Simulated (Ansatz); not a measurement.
# Nickel, omega (AlB2-type) under PBEsol: ground state and equation of state, part 2 of 2

The plan for nickel in the omega (AlB2-type) structure: relax it, solve it on a dense k-mesh, then scale the cell to 7 volumes from 88 to 112 % of the relaxed one and try a fit of the equation of state. The start is ferromagnetic. The k-meshes are 9×9×13 for the relaxation; 12×12×17 for the dense run; 10×10×15 for the volumes.

Ansatz 0.2.0; DFT, PBEsol, plane waves (420 eV) with PAW, scalar-relativistic. The steps go on from the part before.

## 9. At 108 % of the relaxed volume

Contents of input.yaml:

```yaml
crystal:
  lattice:
    - [4.0298245752, 0.0, 0.0]
    - [-2.0149122876, 3.4899304549, 0.0]
    - [0.0, 0.0, 2.4404464303]
  atoms:
    - { symbol: Ni, position: [1.0, 1.0, 0.0], spin: 0.623 }
    - { symbol: Ni, position: [0.3333333333, 0.6666666667, 0.5], spin: 0.671 }
    - { symbol: Ni, position: [0.6666666667, 0.3333333333, 0.5], spin: 0.671 }
hamiltonian:
  xc: pbesol
  pseudopotentials:
    kind: paw
    azcp:
      Ni: "pseudopotentials/Ni.paw.azcp"
basis:
  ecutwfc: 420
  fft_grid_basis: typed
kpoints:
  mp_grid: { grid: [10, 10, 15], shift: [0, 0, 0] }
magnetization:
  spin_polarized: true
scf:
  occupations: { method: fermi_dirac, width: 0.05 }
  lower_state_search: "off"
output:
  stress: true
```

The program printed (excerpt; [...] marks lines left out):

```text
Warning: <dir> the record states the generating functional pbe (its physics header spells it `PBE`), which answers neither for hamiltonian.xc's functional nor for the pbesol family's — results may be inconsistent (PPs are generated against a specific XC)
Warning: RAYON_NUM_THREADS=2 ignored (pool sized by the plan → 2); use --threads N
[...]
Pseudopotentials: kind: paw
Pseudopotential: Ni, paw, valence charge 18, recommended cutoff 420 eV (normal), <dir>
Functional definition: PBEsol
[...]
Crystal: 3 atoms, lattice volume = 34.322 Å³
Basis set: ecut = 420 eV, 669 PW (Γ)
Bands: 34, of which v1, the nominal top of the filled ones, is band 27 counted from 1 (26 counted from 0)
Symmetry: 24 space group operations
Space group: P6/mmm (ITA 191), of the structure as read, at distance tolerance 3.2e-5 Å
Magnetic group: BNS 191.233 (UNI 1463), of the structure as read, at distance tolerance 3.2e-5 Å
k-points: 112 of 1500
[...]
Starting moments: Σ|m| = 1.965 μB on 3 of 3 sites
[...]
spin-set hold released at iteration 9 (site moments contracting): the magnetisation degrees of freedom join the quasi-Newton model from the next iteration; the mixer history was flushed
[...]
SCF iter  22: F=-17414.416346 eV  HF=-17414.416346 eV  |F-HF|=2.09e-9  |Δ(HF+E_count)|=   4.96e-9  Δρ=2.16e-6 (↑8.99e-7 ↓2.16e-6)  dr2=2.12e-9  dr2_m=1.42e-10  M=1.948 μB ∫|m|=2.192 μB  ethr=1.79e-10  ⟨swp⟩=2.1  Hψ=21920  notcnv=0
[...]
SCF converged after 22 iterations
Magnetization: 1.9479 μB (27.9739 up, 26.0261 down)
Absolute magnetization: 2.1945 μB (∫|ρ↑−ρ↓|, with the PAW one-centre terms)
Spin contamination: 0.0210 ħ² per cell (⟨S²⟩ above its minimum at these occupations)
Per-site moments (μB) at R_I (Å): [(0.6581154372874022, 1.00668415249875), (0.7025955655436794, 0.9597308750999799), (0.7025955655436791, 0.9597308750999799)]
Free energy (F): -17414.416346 eV
[...]
E sigma→0 (E₀):  -17414.389175 eV
Entropy (-TS):   -0.054341 eV (-18.114 meV/atom)
Fermi energy:    16.875939 eV
[...]
--- Stress (GPa, compression-positive) ---
      -14.238256      -0.000000       0.000000
       -0.000000     -14.238256       0.000000
        0.000000       0.000000     -13.566497
  P = ⅓ Tr σ = -14.0143 GPa (-140.143 kbar)
```

It took 11 s on 2 threads of an x86-64 CPU, shared host; peak memory 0.46 GiB.

## 10. At 112 % of the relaxed volume

Edit input.yaml of step 9 so:

```diff
@@ -2,5 +2,5 @@
   lattice:
-    - [4.0298245752, 0.0, 0.0]
-    - [-2.0149122876, 3.4899304549, 0.0]
-    - [0.0, 0.0, 2.4404464303]
+    - [4.0789736212, 0.0, 0.0]
+    - [-2.0394868106, 3.5324947773, 0.0]
+    - [0.0, 0.0, 2.4702109056]
   atoms:
```

The program printed (excerpt; [...] marks lines left out):

```text
Warning: <dir> the record states the generating functional pbe (its physics header spells it `PBE`), which answers neither for hamiltonian.xc's functional nor for the pbesol family's — results may be inconsistent (PPs are generated against a specific XC)
Warning: RAYON_NUM_THREADS=2 ignored (pool sized by the plan → 2); use --threads N
[...]
[... 3 set-up lines as earlier in the session ...]
[...]
Crystal: 3 atoms, lattice volume = 35.593 Å³
Basis set: ecut = 420 eV, 681 PW (Γ)
Bands: 34, of which v1, the nominal top of the filled ones, is band 27 counted from 1 (26 counted from 0)
[... 1 set-up line as earlier in the session ...]
Space group: P6/mmm (ITA 191), of the structure as read, at distance tolerance 3.3e-5 Å
Magnetic group: BNS 191.233 (UNI 1463), of the structure as read, at distance tolerance 3.3e-5 Å
k-points: 112 of 1500
[...]
Starting moments: Σ|m| = 1.965 μB on 3 of 3 sites
[...]
SCF iter  23: F=-17414.285124 eV  HF=-17414.285124 eV  |F-HF|=2.47e-8  |Δ(HF+E_count)|=   2.38e-6  Δρ=7.77e-6 (↑2.22e-6 ↓7.77e-6)  dr2=2.70e-8  dr2_m=2.70e-9  M=1.985 μB ∫|m|=2.244 μB  ethr=5.55e-11  ⟨swp⟩=2.6  Hψ=30242  notcnv=0
[...]
SCF converged after 23 iterations
an eigenvalue changed by more than its tolerance at an iteration that met the thresholds in force, so the SCF went on 2 times, its first undamped step at iteration 21: the last check found none over its tolerance
Magnetization: 1.9851 μB (27.9926 up, 26.0074 down)
Absolute magnetization: 2.2457 μB (∫|ρ↑−ρ↓|, with the PAW one-centre terms)
Spin contamination: 0.0229 ħ² per cell (⟨S²⟩ above its minimum at these occupations)
Per-site moments (μB) at R_I (Å): [(0.6727765705231639, 1.01896199856), (0.7170499956478992, 0.9714360637610481), (0.7170499956478988, 0.9714360637610481)]
Free energy (F): -17414.285124 eV
[...]
E sigma→0 (E₀):  -17414.256608 eV
Entropy (-TS):   -0.057034 eV (-19.011 meV/atom)
Fermi energy:    16.106084 eV
[...]
--- Stress (GPa, compression-positive) ---
      -19.155414       0.000000       0.000000
        0.000000     -19.155414      -0.000000
        0.000000      -0.000000     -18.275209
  P = ⅓ Tr σ = -18.8620 GPa (-188.620 kbar)
```

Run time: 11 s. Hardware: 2 threads of an x86-64 CPU, shared host; peak memory 0.47 GiB.

## 11. Energy and pressure against volume

All volumes keep the relaxed shape and fractional coordinates.

| V (Å³/atom) | E − E₀ (meV/atom) | P from the stress (GPa) | P from the fit (GPa) | largest moment (μB) |
| --- | --- | --- | --- | --- |
| 9.322 | 131.9 | 37.85 | 37.88 | 0.57 |
| 9.746 | 53.5 | 22.23 | 22.12 | 0.62 |
| 10.169 | 12.0 | 9.82 | 9.67 | 0.65 |
| 10.593 | 0.0 | -0.04 | -0.18 | 0.67 |
| 11.017 | 11.2 | -7.85 | -8.00 | 0.69 |
| 11.441 | 40.9 | -14.01 | -14.19 | 0.70 |
| 11.864 | 85.1 | -18.86 | -19.09 | 0.72 |

A third-order Birch-Murnaghan fit gives V₀ = 10.584 Å³/atom, B₀ = 220 GPa and B₀′ = 4.8; it misses no point by more than 0.06 meV/atom.

Fit and stress differ a little: one follows E(σ → 0), the other the smeared free energy.

## 12. What came out

This closing draws on all 2 parts.

```
                      quantity                                   value
space group (spins left aside)                        P6/mmm (No. 191)
             conventional cell  a = 3.928 Å, c = 2.379 Å (c/a = 0.606)
                        volume                          10.593 Å³/atom
             shortest distance                                 2.268 Å
               gap on the mesh            none (levels filled in part)
                magnetic state   ferromagnetic, up to 0.67 μB per atom
relative to fcc, ferromagnetic                           +136 meV/atom
                   V₀, B₀, B₀′            10.584 Å³/atom, 220 GPa, 4.8
```

What this shows: From the guessed start the volume shrank by 3.2 % in 5 steps. Against the reference form of nickel (fcc, ferromagnetic, computed apart with the same settings) it stands 136 meV/atom higher. It ends ferromagnetic, with up to 0.67 μB per atom. No gap shows: it is a metal or semimetal at this level. B₀ comes out at 220 GPa; letting shape and positions relax at each volume could only lower it. The symmetry was held, so the structure may be unstable against distortions that break it.
